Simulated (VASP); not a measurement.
# Be: relaxation of shape and atoms at fixed volume with PBE+D3(BJ)

Be:

```
CELL_PARAMETERS angstrom
2.22768 0.00000 0.00000
-1.11384 1.92923 0.00000
0.00000 0.00000 3.53017
ATOMIC_POSITIONS crystal
Be 0.33333 0.66667 0.25000
Be 0.66667 0.33333 0.75000
```

The cell isn't the ideal one: a relaxed cell with its volume scaled by 1.02.

```
Program                : VASP 6.6.1
Task                   : relaxation of shape and atoms at fixed volume
Functional             : PBE
Dispersion             : D3(BJ)
Potentials or basis    : VASP PAW PBE potentials, release 64 (Be)
Cutoff                 : 600 eV
k mesh                 : 18 × 18 × 10
Occupations            : methfessel-paxton, width 0.1 eV
Spin                   : no spin polarisation
Further INCAR settings : ALGO = Normal; EDIFF = 1e-07; IBRION = 2; EDIFFG = -0.01; NSW = 40; ISIF = 4
```

```
Energy gained by relaxing  : 0.0 meV/atom
Ionic steps                : 2
Pressure after relaxing    : -2.5 GPa
Band gap on the k mesh     : none (metal or under the smearing width)
Dispersion energy per atom : -0.371 eV
```

Final structure:
```
CELL_PARAMETERS angstrom
2.22823 0.00000 0.00000
-1.11411 1.92970 0.00000
0.00000 0.00000 3.52843
ATOMIC_POSITIONS crystal
Be 0.33333 0.66667 0.25000
Be 0.66667 0.33333 0.75000
```

Levels at points of the mesh, in eV from the Fermi level:
| k point | band 1 | band 2 | band 3 | band 4 | band 5 | band 6 |
| --- | --- | --- | --- | --- | --- | --- |
| (0.00, 0.00, 0.00) | -11.77 | -4.83 | 0.97 | 16.45 | 16.45 | 19.35 |
| (0.50, 0.00, 0.00) | -5.33 | -3.34 | 3.54 | 6.43 | 6.78 | 9.61 |
| (0.00, 0.00, 0.50) | -9.59 | -9.59 | 10.70 | 10.70 | 18.14 | 18.14 |
| (0.50, 0.00, 0.50) | -3.93 | -3.93 | 1.53 | 1.53 | 12.28 | 12.28 |

Wall time 19 s on 1 thread of Intel(R) Xeon(R) Platinum 8259CL CPU @ 2.50GHz (Skylake/Cascade Lake), on a shared host, peak memory 0.15 GiB.

Caveat: pairwise dispersion overbinds metals, which lowers pressure and volume.
